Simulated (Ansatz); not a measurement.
# Sr: the cost of one run

Computed with Ansatz 0.2.0 (DFT PBE, scalar-relativistic, plane waves, PAW, unless a step's input says otherwise).

1 further run of the same task is left out (set aside as unsound or not needed).

## (1) The structure to begin with

The structure is hexagonal, space group P6_3/mmc (No. 194). The conventional cell has a = 3.209 Å, b = 3.209 Å, c = 5.210 Å, α = 90.00°, β = 90.00°, γ = 120.00°. Mg (site symmetry -6m2) is surrounded by 12 Mg at 3.20 to 3.21 Å.

Structure file:

```xyz
2
Lattice="3.2093 0.0000 0.0000 -1.6046 2.7793 0.0000 0.0000 0.0000 5.2103" Properties=species:S:1:pos:R:3 pbc="T T T"
Mg    0.0000    1.8529    1.3026
Mg    1.6046    0.9264    3.9077
```

The structure comes from the Crystallography Open Database.

## (2) One element swapped, cell strained: Mg → Sr, first probe

Against the listed cell: Sr takes all sites of Mg, and lengths are scaled by 1.230 as a first guess of the size; strain xx, yy, zz, yz, xz, xy = +2.9, +2.9, -0.1, +0.0, +0.0, +0.0 %.

Contents of input.yaml:

```yaml
crystal:
  lattice:
    - [4.0623600913, 0.0, 0.0]
    - [-2.0311800456, 3.5181070384, 0.0]
    - [0.0, 0.0, 6.403112001]
  atoms:
    - { symbol: Sr, position: [0.3333333333, 0.6666666667, 0.25] }
    - { symbol: Sr, position: [0.6666666667, 0.3333333333, 0.75] }
basis:
  ecutwfc: 420
kpoints:
  mp_grid: { grid: [6, 6, 4] }
hamiltonian:
  xc: pbe
scf:
  occupations: { method: gaussian, width: 0.1 }
output:
  forces: true
  stress: true
  eigenvalues: true
```

On the command line:

```
> ansatz run input.yaml --threads 1 --pin off --max-ram 1331MiB --backend cpu --events-out ev --progress --plain --runs-dir out
```

Q: Estimate wall time and peak memory on 1 thread of an x86-64 CPU, shared host.

About 2.7 s, with a peak of 0.33 GiB.
